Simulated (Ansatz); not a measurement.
# Stack of 1T-ZrSSe under alpha-Ga2S3 ferroelectric layer, upper layer turned by 180° in a perpendicular field, part 2 of 2

What dipole does a perpendicular field induce in the stack of 1T-ZrSSe under alpha-Ga2S3 ferroelectric layer, upper layer turned by 180°, and does the gap follow? A positive field points along +c.

Ansatz 0.2.0; plane-wave DFT, PBE-D3(BJ), Ansatz PAW.

So far. Step 2 (Relaxing the slab): The lattice constant a goes from 3.695 to 3.639 Å.

## (3) Single point, field 0, start network

A sawtooth potential applies the field, turning back in the middle of the vacuum. With the dipole correction the typed value is the field outside the slab. The induced dipole is small, so the SCF threshold is tight.

The cell differs from the one that the last finished run ended in (c 56.007 → 30.518 Å).

input.yaml

```yaml
crystal:
  lattice:
    - [3.6388866366, 0.0, 0.0]
    - [-1.8194433183, 3.1513682688, 0.0]
    - [0.0, 0.0, 30.5180189978]
  atoms:
    - { symbol: Se, position: [0.6666666667, 0.3333333333, 0.2949077396] }
    - { symbol: Zr, position: [0.0, 0.0, 0.3497346624] }
    - { symbol: S, position: [0.3333333333, 0.6666666667, 0.3965541731] }
    - { symbol: S, position: [0.3333333333, 0.6666666667, 0.5115560131] }
    - { symbol: Ga, position: [0.0, 0.0, 0.5456362208] }
    - { symbol: S, position: [0.0, 0.0, 0.6178752775] }
    - { symbol: Ga, position: [0.6666666667, 0.3333333333, 0.667910335] }
    - { symbol: S, position: [0.3333333333, 0.6666666667, 0.7050922604] }
kpoints:
  mp_grid: { grid: [18, 18, 1] }
  band_path:
    path: [[0, 0, 0], [0.5, 0, 0], [0.33333333, 0.33333333, 0], [0, 0, 0]]
    npoints: 16
hamiltonian:
  xc: pbe
  dispersion: d3bj
scf:
  occupations: { method: fermi_dirac, width: 0.02585 }
  convergence: { dr2_threshold: 1.0e-10 }
efield:
  axis: 3
  dipole_correction: true
  ramp_position: 0.97
  ramp_width: 0.06
  amplitude: 0
output:
  dos: { projected: true, e_range: [-6, 5] }
  write_potential: true
  write_density: true
  volumetric_format: npy
  elf: true
```

Launch:

```console
> ansatz run input.yaml --threads 4 --pin off --max-ram 8192MiB --backend cpu --events-out ev --progress --plain --runs-dir out
```

Numbers of over 12 decimals in the logs are rounded to 6 here.

The program printed:

```text
[...]
Crystal: 8 atoms, lattice volume = 349.965 Å³
Basis set: ecut = 420 eV, 6785 PW (Γ)
Bands: 47, of which v1, the nominal top of the filled ones, is band 39 counted from 1 (38 counted from 0)
Symmetry: 6 space group operations
[...]
k-points: 37 of 324 (time reversal used)
[...]
SCF iter   1: F=—  HF=-20836.706088 eV  |F-HF|=—  |Δ(HF+E_count)|=         —  Δρ=1.24e-3  dr2=3.95e-2  ethr=1.77e-3  p=-0.040 e·Å  D=-2.07e-2 V/Å  ΔV_dip=0.63 eV  dr2_dipole=6.19e-3  V_vac-E_F(+/−)=6.04/5.40 eV  ⟨swp⟩=8.2  Hψ=7476  notcnv=0  defer=3
efield: sawtooth ramp at fractional position 0.9700 (set: `efield.ramp_position`, or a place that a band, a saddle search or an elastic batch's reference lends), width 0.0600; the density the first Hamiltonian is built on has a dipole p = -0.040 e·Å; the dipole correction subtracts the counter field D = -2.07e-2 V/Å, which shifts the + side's vacuum level by +0.63 eV against the − side's; the planar-averaged density in the ramp window peaks in size at 1.1e-5 e/Å³
[...]
SCF iter   2: F=—  HF=-20836.709605 eV  |F-HF|=—  |Δ(HF+E_count)|=   3.52e-3  Δρ=1.03e-3  dr2=2.65e-2  ethr=5.07e-5  p=-0.071 e·Å  D=-3.69e-2 V/Å  ΔV_dip=1.13 eV  dr2_dipole=2.41e-4  V_vac-E_F(+/−)=6.62/5.50 eV  ⟨swp⟩=3.1  Hψ=3541  notcnv=0  defer=102
[...]
SCF iter  13: F=-20836.706765 eV  HF=-20836.706765 eV  |F-HF|=2.18e-11  |Δ(HF+E_count)|=  3.27e-11  Δρ=5.55e-8  dr2=1.47e-11  ethr=1.00e-12  p=-0.079 e·Å  D=-4.10e-2 V/Å  ΔV_dip=1.25 eV  dr2_dipole=6.32e-15  V_vac-E_F(+/−)=6.66/5.41 eV  ⟨swp⟩=10.4  Hψ=5298  notcnv=0
SCF 1 converged in 13 iterations: F = -20836.706765 eV  dr2 = 1.47e-11
[...]
NSCF: frozen V_eff on 49 k-points
efield: sawtooth ramp at fractional position 0.9700 (kept from the solve that this one continues, or follows in the run), width 0.0600; the density the first Hamiltonian is built on has a dipole p = -0.079 e·Å; the dipole correction subtracts the counter field D = -4.10e-2 V/Å, which shifts the + side's vacuum level by +1.25 eV against the − side's; the planar-averaged density in the ramp window peaks in size at 6.2e-6 e/Å³
[...]
SCF converged after 13 iterations
Free energy (F): -20836.706765 eV
[...]
Internal energy: -20836.706748 eV  (E = F + TS)
E sigma→0 (E₀):  -20836.706757 eV
Entropy (-TS):   -0.000017 eV (-0.002 meV/atom)
Fermi energy:    0.545546 eV
Dipole field:    D = -0.040994 V/Å  (p = -0.079284 e·Å, saw-weighted, corrected)
Work function:   Φ+ = 6.6633 eV   Φ− = 5.4122 eV
Levels:          The Fermi level and band energies are counted from a zero that moves with the ramp; work functions are not
[...]
--- Band table (eV; the first three rows and the last of 37) ---
  k-point 0: bands = [... 35 lower, 0.1295, 0.1295, 0.3153, 0.3153, 1.5170, 1.5170, 1.9574, 2.2541, ... 4 higher]
  k-point 1: bands = [... 35 lower, 0.0256, 0.0970, 0.1855, 0.2438, 1.5716, 1.6630, 2.0964, 2.3806, ... 4 higher]
  k-point 2: bands = [... 35 lower, -0.4086, -0.1411, -0.0780, 0.3271, 1.5584, 1.9734, 2.3501, 2.7157, ... 4 higher]
  k-point 36: bands = [... 35 lower, -1.8593, -1.7326, -1.4759, 0.0396, 2.4091, 2.7359, 2.9545, 2.9716, ... 4 higher]
```

The job ended after 36 s (4 threads of Arm Neoverse V1, shared host; peak memory 1.1 GiB; 2.3 min of CPU time).

Reading the cycles: dr2 is the Hartree energy of the density residual (eV), the measure of convergence; HF is the Harris–Foulkes estimate of the energy, which meets the free energy F at convergence.

Numbers from this step:

* dipole along the normal: -0.07928 e·Å
* gap along the path: 0.3732 eV
* smallest direct gap along the path: 0.6147 eV
* step between the vacuum levels: 1.251 eV
* ionisation energy, upper face: 6.860 eV
* electron affinity, upper face: 6.487 eV
* ionisation energy, lower face: 5.609 eV
* gap, the smaller of path and mesh: 0.3732 eV

Running mean over a fixed 2.7 Å (it still follows the layers) of the planar mean; the ramp of the sawtooth is left out. Table of electron's electrostatic potential energy less the Fermi level by z:

```csv
z (Å),electron's electrostatic potential energy less the Fermi level (eV)
4,5.41
5,5.41
6,5.38
7,4.64
8,1.71
9,-2.51
10,-7.56
11,-8.67
12,-5.05
13,0.503
14,2.60
15,-1.41
16,-4.76
17,-3.34
18,-1.83
19,-2.09
20,-4.17
21,-3.72
22,-0.240
23,4.34
24,6.52
25,6.66
26,6.66
27,6.66
```

The density of states has structure finer than the step of the table below, so its rows give means over 0.25 eV, whole bins alone (the curve runs from -6 to 2.16 eV). Peaks (eV: height): -3.880: 11.9, -3.080: 16.9, -3.020: 19.5, -2.660: 14.2, -1.840: 12.2, -0.980: 19.7, -0.570: 14.6.

Table of density of states by energy, zero at the Fermi level of the run, which the smearing sets inside the gap; means over each step:

energy (eV), density of states (states/eV a cell) and a bar:
```
    -5.75        0.9 ##
    -5.50        0.7 ##
    -5.25        0.5 ##
    -5.00        1.4 ####
    -4.75        2.4 #######
    -4.50        3.8 ###########
    -4.25        8.0 #######################
    -4.00        5.6 ################
    -3.75        7.4 #####################
    -3.50        5.8 ################
    -3.25        7.2 #####################
    -3.00       10.5 ##############################
    -2.75        4.4 #############
    -2.50        5.6 ################
    -2.25        6.1 #################
    -2.00        5.0 ##############
    -1.75        6.5 ##################
    -1.50        5.0 ##############
    -1.25        5.3 ###############
    -1.00        7.1 ####################
    -0.75        2.7 ########
    -0.50        6.4 ##################
    -0.25        1.9 #####
     0.00        0.0 
     0.25        0.7 ##
     0.50        1.2 ###
     0.75        1.5 ####
     1.00        2.5 #######
     1.25        1.7 #####
     1.50        1.4 ####
     1.75        2.7 ########
     2.00        3.8 ###########
```

Projected DOS per atom over height of the atomic layer and energy from the Fermi level. Layers: Se Zr S S Ga S Ga S from below.

Ten even steps from '_' (0.00 states/eV) to '@' (2.39 states/eV), each cell a mean:
```
..**__..::__....
__==____________
__++____________
__++____________
__--____________
________________
__________--__::
__________%%__@@
--__....__==__@@
##..--____--__==
%%..==..__--..--
==..::--__--..--
==::::**..--..--
====**==__..__..
==**@@**..::..::
==::==++..--..::
==--**==..::....
..--**==::==::::
..::::..________
________________
________________
____________....
```
Columns: height of the atomic layer (Å) from 9 to 21.5 (not evenly spaced); rows upwards: energy from the Fermi level (eV) from -5.96 to 2.14.

Electronic bands along the path, in eV, zero at the Fermi level of the run, which the smearing sets inside the gap:

```csv
point,band 36,band 37,band 38,band 39,band 40,band 41,band 42,band 43
Γ,-0.42,-0.42,-0.23,-0.23,0.97,0.97,1.41,1.71
halfway,-1.22,-1.16,-0.96,-0.25,0.62,2.17,2.27,2.38
M,-1.84,-1.26,-0.94,-0.44,0.18,1.68,2.03,2.77
halfway,-2.24,-1.93,-1.45,-0.57,1.01,2.34,2.63,2.79
K,-2.40,-2.28,-2.02,-0.51,1.86,2.19,2.41,2.43
halfway,-1.32,-1.20,-1.00,-0.70,1.20,1.63,2.77,2.78
Γ,-0.42,-0.42,-0.23,-0.23,0.97,0.97,1.41,1.71
```

Valence density in the ca plane at fractional y = 0.000, with atoms of Zr and Ga and S within 0.2 Å of it. It is the smooth field of the valence electrons, not physical close to the nuclei.

Ten steps, logarithmic in the rise over the least value, from '0' (0 e/Å³) to '9' (34 e/Å³), each cell a mean:
```
00001355541000000000013785223223210000000000
00001234421000000000012342112232110000000000
00111112211100000000011111001121100010000000
01111100111110000000111100000000001111100000
01111100011110000000111100000000011121100000
01111100011110000000111100000000011111100000
00111111111110000000111110000111101111100000
00001123321000000000011221111222100000000000
00001245531000000000012564222333210000000000
00001355542000000000014996223212210000000000
```
Columns run along c (16.0 Å, from fractional 0.27 to 0.79 of the cell), rows up along a (3.6 Å). Atoms in or near the plane, at fractional coordinates: Zr at (0.35, 0.00), Ga at (0.55, 0.00), S at (0.62, 0.00).

ELF in the ca plane at fractional y = 0.000, with atoms of Zr and Ga and S within 0.2 Å of it. It is the smooth field of the valence electrons, not physical close to the nuclei.

Ten even steps from '0' (0.00) to '9' (0.80), each cell a mean:
```
00000000000000000001116967930000000001220014
00000000000000000123323899622321000012322224
00000000000000012467762233247753000246653323
00000000000000024789986212589985101578886321
00000000000000136899997423799996102689886410
00000000000000135899987323699986101688886410
00000000000000013678874211368874101467765322
00000000000000001245532576324531000124432223
00000000000000000012215989821110000012221124
00000000000000000001017825940000000001210114
```
Columns run along c (16.0 Å, from fractional 0.06 to 0.58 of the cell), rows up along a (3.6 Å). Atoms in or near the plane, at fractional coordinates: Zr at (0.35, 0.00), Ga at (0.55, 0.00).

Electrostatic potential energy in the ca plane at fractional y = 0.000, with atoms of Zr and Ga and S within 0.2 Å of it. With pseudopotentials it is smooth inside the atoms' cores, unlike the true potential.

Values in eV, 6 rows by 16 columns, each cell a mean:
```
  5  -4 -37 -25   2   5   5  -1 -21 -14 -24 -24   3   5   6   7
  4   0 -13  -7   3   5   5   1  -7  -2  -1  -2   1   3   5   7
  1  -1   1   0   1   5   5   0   1   3   5   3  -2  -1   4   7
  2  -1  -1   0   1   5   5   0   0   3   4   2  -1   0   4   7
  4  -1 -22 -13   3   5   5   1 -12  -6  -8  -8   2   4   6   7
  5  -5 -38 -28   2   5   5  -2 -22 -16 -27 -26   2   5   6   7
```
Columns run along c (16.0 Å, from fractional 0.27 to 0.79 of the cell; values clipped at the 3rd and 97th percentile), rows up along a (3.6 Å). Atoms in or near the plane, at fractional coordinates: Zr at (0.35, 0.00), Ga at (0.55, 0.00), S at (0.62, 0.00).

The gap is 0.37 eV, with the valence edge 6.86 eV and the conduction edge 6.49 eV under the upper vacuum level.

## (4) Atoms held, field 0.1 V/Å

Changes to input.yaml since step 3:

```diff
@@ -28,7 +28,6 @@
   dipole_correction: true
-  ramp_position: 0.97
-  ramp_width: 0.06
-  amplitude: 0
+  ramp_position: 0.959
+  ramp_width: 0.077
+  amplitude: 0.1
 output:
-  dos: { projected: true, e_range: [-6, 5] }
   write_potential: true
@@ -36,2 +35 @@
   volumetric_format: npy
-  elf: true
```

The program printed:

```text
[...]
Crystal: 8 atoms, lattice volume = 349.965 Å³
Basis set: ecut = 420 eV, 6785 PW (Γ)
Bands: 47, of which v1, the nominal top of the filled ones, is band 39 counted from 1 (38 counted from 0)
Symmetry: 6 space group operations
[...]
k-points: 37 of 324 (time reversal used)
[...]
k-point 0: bands = [... 35 lower, 0.2068, 0.2068, 0.2367, 0.2367, 1.4409, 1.4409, 1.9509, 2.2353, ... 4 higher]
  k-point 1: bands = [... 35 lower, -0.0533, 0.1067, 0.1725, 0.3206, 1.4954, 1.5867, 2.0639, 2.3875, ... 4 higher]
  k-point 2: bands = [... 35 lower, -0.3307, -0.1571, -0.0637, 0.4037, 1.4824, 1.8969, 2.2886, 2.7513, ... 4 higher]
  k-point 36: bands = [... 35 lower, -1.9381, -1.7242, -1.3997, 0.1228, 2.3339, 2.6612, 2.8769, 3.0345, ... 4 higher]
[key lines of the parts left out:]
SCF converged after 18 iterations
Free energy (F): -20836.702920 eV
Fermi energy:    0.546201 eV
Dipole field:    D = 0.001453 V/Å  (p = 0.002810 e·Å, saw-weighted, corrected)
```

The job ended after 40 s (4 threads; peak memory 1.1 GiB; 2.6 min of CPU time).

The dipole is 0.00281 e·Å, 0.0821 e·Å from its value without field, and the gap 0.223 eV.

## (5) Atoms held, field -0.1 V/Å

Changes to input.yaml since step 4:

```diff
@@ -30,3 +30,3 @@
   ramp_width: 0.077
-  amplitude: 0.1
+  amplitude: -0.1
 output:
```

The program printed:

```text
[...]
Crystal: 8 atoms, lattice volume = 349.965 Å³
Basis set: ecut = 420 eV, 6785 PW (Γ)
Bands: 47, of which v1, the nominal top of the filled ones, is band 39 counted from 1 (38 counted from 0)
Symmetry: 6 space group operations
[...]
k-points: 37 of 324 (time reversal used)
[...]
k-point 0: bands = [... 35 lower, 0.0501, 0.0501, 0.4101, 0.4101, 1.6089, 1.6089, 1.9431, 2.3085, ... 4 higher]
  k-point 1: bands = [... 35 lower, 0.0174, 0.1213, 0.1632, 0.2808, 1.6635, 1.7551, 2.1075, 2.4099, ... 4 higher]
  k-point 2: bands = [... 35 lower, -0.4064, -0.2215, 0.0167, 0.2474, 1.6499, 2.0658, 2.4101, 2.6961, ... 4 higher]
  k-point 36: bands = [... 35 lower, -1.7661, -1.7248, -1.5538, -0.0466, 2.5000, 2.8123, 2.9202, 3.0476, ... 4 higher]
[key lines of the parts left out:]
SCF converged after 18 iterations
Free energy (F): -20836.718740 eV
Fermi energy:    0.598244 eV
Dipole field:    D = -0.082802 V/Å  (p = -0.160141 e·Å, saw-weighted, corrected)
```

Wall time 41 s (4 threads); peak memory 1.1 GiB.

The dipole is -0.160 e·Å, -0.0809 e·Å from its value without field, and the gap 0.401 eV.

## (6) Response, atoms held

This step: plane-wave DFT, PBE-D3(BJ), Ansatz PAW; response to a field along the normal, atoms held (Ansatz 0.2.0).

The dipoles give the slope, and the difference of two potentials shows where the field is screened.

This step gave:

| Item | Value |
| --- | --- |
| equivalent conductor thickness p/(ε₀AE) | 12.86 Å |
| distance between the outer atoms | 12.52 Å |

Table of dipole of the cell by applied field:

```
applied field (V/Å)  dipole of the cell (e·Å)
            -0.1000                    -0.160
             0.0000                   -0.0793
             0.1000                   0.00281
```

Local field over the applied field, running mean. From the potentials at -0.1 and 0.1 V/Å; running mean over 2.8 Å. Table of local field over applied field by z:

| z (Å) | local field over applied field |
| --- | --- |
| 5 | 0.996 |
| 6 | 0.962 |
| 7 | 0.789 |
| 8 | 0.472 |
| 9 | 0.172 |
| 10 | 0.0502 |
| 11 | 0.0474 |
| 12 | 0.149 |
| 13 | 0.335 |
| 14 | 0.406 |
| 15 | 0.280 |
| 16 | 0.133 |
| 17 | 0.0963 |
| 18 | 0.0845 |
| 19 | 0.0712 |
| 20 | 0.0624 |
| 21 | 0.132 |
| 22 | 0.340 |
| 23 | 0.663 |
| 24 | 0.914 |
| 25 | 0.989 |
| 26 | 0.999 |

The induced electron density oscillates, so the rows of the table below give means over windows of 1 Å about each position, cut where the curve ends. Its maxima inside the range that stand out by 2 % of the span (Å: e/Å³ per V/Å): 8.1: 0.00371, 10.9: 3.4e-4, 14.7: 0.00274, 17.7: 0.00107, 18.8: 8.9e-4, 20.5: 0.00109. Its minima: 10.2: -9.1e-4, 12.9: -0.00312, 16.8: -0.00147, 18.2: 1.9e-4, 19.5: -0.00169, 22.5: -0.00359.

Electrons, planar mean, per unit field. The induced electron density by z; means over each step:

```
z (Å)  induced electron density (e/Å³ per V/Å)
    5                                   1.8e-5
    6                                   1.7e-4
    7                                  0.00121
    8                                  0.00315
    9                                   8.9e-4
   10                                  -3.3e-4
   11                                   1.9e-4
   12                                  -4.6e-4
   13                                 -0.00248
   14                                   7.1e-4
   15                                  0.00195
   16                                   1.6e-4
   17                                  -5.2e-4
   18                                   6.1e-4
   19                                  -9.7e-5
   20                                  -1.2e-4
   21                                  -4.3e-5
   22                                 -0.00227
   23                                 -0.00228
   24                                  -4.2e-4
   25                                  -4.6e-5
   26                                  -4.7e-6
```

The smaller of the gaps on the path and on the k-mesh, counted as 0 under 0.03 eV. Gap against applied field:

```
applied field (V/Å)  gap (eV)
            -0.1000     0.401
             0.0000     0.373
             0.1000     0.223
```

By hand: between -0.1 and 0.1 V/Å the dipole changes by 0.1630 e·Å, a slope of 0.8148 e·Å²/V. A perfect conductor of thickness t has p = ε₀AEt, so t = 180.95 × 0.8148 / 11.467 = 12.86 Å (e/ε₀ = 180.95 V·Å, A in Å²).

The induced dipole is that of a conductor 12.86 Å thick.

## (7) Outcome

```yaml
gap_without_field: 0.373 eV
ionisation_energy_upper_face: 6.86 eV
electron_affinity_upper_face: 6.49 eV
step_between_the_vacuum_levels: 1.25 eV
equivalent_conductor_thickness_atoms_held: 12.9 Å
```

In words: The induced dipole equals that of a perfect conductor 12.86 Å thick, while the outer atoms lie 12.52 Å apart; an out-of-plane ε follows only once a thickness t is chosen, by 1 − 1/ε = 12.86 Å / t. The two faces differ: the vacuum level above lies 1.25 eV higher than the one below. The gap goes from 0.37 eV to 0.40 eV at -0.1 V/Å. With the field reversed the gap is 0.22 eV at 0.1 V/Å. Semilocal functionals give gaps that are too small, and excitons are not included. Spin-orbit coupling is left out.

[Logs are printed without paths, hosts, clocks, repeated set-up lines and the standing remarks that a program may print on its own settings, such as how far it seeks lower states.]

[Hosts, paths, dates, database ids (printed as entryN), source tags and the programs' standing remarks are cut or masked in the printed files.]

[Maps of the electrostatic potential energy from Ansatz leave out the sawtooth potential of an applied field or a dipole correction, so their vacuum need not be flat; planar profiles and work functions include it.]

[The density of states shown here was stored with 400 of the rows of the run's finer table, so its peaks can read low, often by over a quarter, or be missed, and its means over a window can be off by a tenth or more.]
